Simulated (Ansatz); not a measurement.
Method: DFT PBE, scalar-relativistic, plane waves, PAW (Ansatz 0.2.0). Settings: cutoff 420 eV, Γ-centred meshes spaced at most about 0.3 Å⁻¹, and about 0.25 Å⁻¹ or finer for metals (2π included), Gaussian smearing. No spin polarisation.

Temperature and zero-point effects are left out.

Two relaxed structures of Zn3S5:

A.

```
Zn S
1.0
     3.93278    0.00000    0.00000
    -1.96639    3.40589    0.00000
     0.00000    0.00000   13.32021
Zn S
3 5
Direct
  0.00000 0.00000 0.99854
  0.33333 0.66667 0.22937
  0.66667 0.33333 0.61154
  0.00000 0.00000 0.17647
  0.66667 0.33333 0.78547
  0.66667 0.33333 0.94105
  0.33333 0.66667 0.40533
  0.33333 0.66667 0.55923
```

B.

```
Zn S
1.0
     2.85719   -2.62448    0.00000
     2.85719    2.62448    0.00000
    -0.67207    0.00000   10.83415
Zn S
3 5
Direct
  0.46865 0.45584 0.75025
  0.54416 0.53135 0.24975
  0.99376 0.00624 0.00000
  0.45323 0.95200 0.62557
  0.80251 0.19750 0.50000
  0.04800 0.54677 0.37443
  0.98111 0.49142 0.87523
  0.50858 0.01889 0.12477
```

**Question.** Which would you expect to be lower, and how large is the difference?

**Answer.** B is lower, by 185 meV/atom. A has space group P3m1 (No. 156), 22.3 Å³/atom and no gap on its mesh; B has space group C2 (No. 5), 20.3 Å³/atom and no gap. Counting S atoms around Zn (those within 1.25 times the shortest such distance or 1.15 times the sum of covalent radii, 1.27 where that leaves under three), A and B both have Zn 4. A holds S–S pairs (shortest 2.05 Å); B holds S–S units of three or more atoms (shortest 2.26 Å). The denser one is the lower, and pressure would at first widen the difference. Both come from invented guesses. The lowest form computed isn't among them: it has space group P1 (No. 1), 19.1 Å³/atom and lies 49 meV/atom below the best shown.

Cells relaxed within their symmetry can be saddle points. Some types were kept out of the candidates beforehand, so the set may lack a known form.
